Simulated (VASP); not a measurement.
# BaS: relaxation of cell and atoms with optB86b-vdW

Crystal: BaS.

```
Ba S
1.0
     0.00000    3.19375    3.19375
     3.19375    0.00000    3.19375
     3.19375    3.19375    0.00000
Ba S
1 1
Direct
  0.00000 0.00000 0.00000
  0.50000 0.50000 0.50000
```

| Property | Result |
| --- | --- |
| Program | VASP 6.6.1 |
| Task | relaxation of cell and atoms |
| Functional | optB86b-vdW |
| Potentials or basis | VASP PAW PBE potentials, release 64 (Ba_sv, S) |
| Cutoff | 600 eV |
| k mesh | 7 × 7 × 7 |
| Occupations | fermi-dirac, width 0.05 eV |
| Spin | no spin polarisation |
| Further INCAR settings | ALGO = Normal; EDIFF = 1e-06; IBRION = 2; EDIFFG = -0.01; NSW = 60; ISIF = 3 |

The relaxed volume is 32.74 Å³/atom. The relaxed cell is a = 4.524 Å, b = 4.524 Å, c = 4.524 Å, α = 60.00°, β = 60.00°, γ = 60.00°. The space group after relaxing (to 0.05 Å) is Fm-3m (No. 225) and the energy gained by relaxing is 0.1 meV/atom. The ionic steps are 3 and the pressure after relaxing is 0.0 GPa. The band gap on the k mesh is 2.13 eV, indirect (least direct gap 2.28 eV).

Step by step:
| step | energy change (eV) | largest force (eV/Å) | pressure (GPa) | volume (Å³) |
| --- | --- | --- | --- | --- |
| 1 | 0.0000 | 0.0000 | 0.23 | 65.15 |
| 2 | -0.0002 | 0.0000 | -0.08 | 65.60 |
| 3 | -0.0002 | 0.0000 | -0.03 | 65.49 |

Final structure:
```
Ba S
1.0
     0.00000    3.19921    3.19921
     3.19921    0.00000    3.19921
     3.19921    3.19921    0.00000
Ba S
1 1
Direct
  0.00000 0.00000 0.00000
  0.50000 0.50000 0.50000
```

Levels at points of the mesh, in eV from the valence-band top:
```
           k point  band 6  band 7  band 8  band 9  band 10  band 11
(0.00, 0.00, 0.00)    0.00    0.00    0.00    3.53     3.84     3.84
```

It took 2.7 min on 1 thread of Intel(R) Xeon(R) 6975P-C (Granite Rapids) (shared host), peak memory 0.46 GiB.

Caveat: the PAW data sets were made with another functional, which shifts forces and pressure a little; spin-orbit coupling is left out, which moves the levels of the heavy elements; an odd mesh through Γ misses points on the zone boundary, where band edges often lie. Zero-point motion and thermal expansion aren't in these numbers.
